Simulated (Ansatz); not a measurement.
Sb:

```
Sb
1.0
     2.15420    1.24373    3.75800
    -2.15420    1.24373    3.75800
     0.00000   -2.48746    3.75800
Sb
2
Direct
  0.76651 0.76651 0.76651
  0.23349 0.23349 0.23349
```

Base run:

| Property | Result |
| --- | --- |
| Program | Ansatz 0.2.0 |
| Functional | PBEsol |
| Potentials or basis | Ansatz PAW |
| Cutoff | 420 eV (not typed: the program's choice for these potentials) |
| k mesh | 8 × 8 × 8 |
| Occupations | fermi-dirac, width 0.05 eV |
| Spin | no spin polarisation |

Its results: band gap on the k mesh none (metal or under the smearing width); pressure 0.0 GPa; largest force 0.104 eV/Å.

Q: The run is repeated on the same cell with these changes: functional from PBEsol to HSEsol; k mesh from 8 × 8 × 8 to 4 × 4 × 4. What comes out?

A: Band gap on the k mesh 0.30 eV, indirect (least direct gap 0.39 eV); pressure -0.9 GPa; largest force 0.374 eV/Å.

Several settings changed at once, so the effect can't be laid on one alone.

Caveats: some runs use coarse meshes; spin-orbit coupling is left out, which moves the levels of the heavy elements; the PAW data sets come from PBE, with cores solved anew for the run's functional, which leaves a small shift of forces and pressure; the thresholds are loose for stress (some runs).
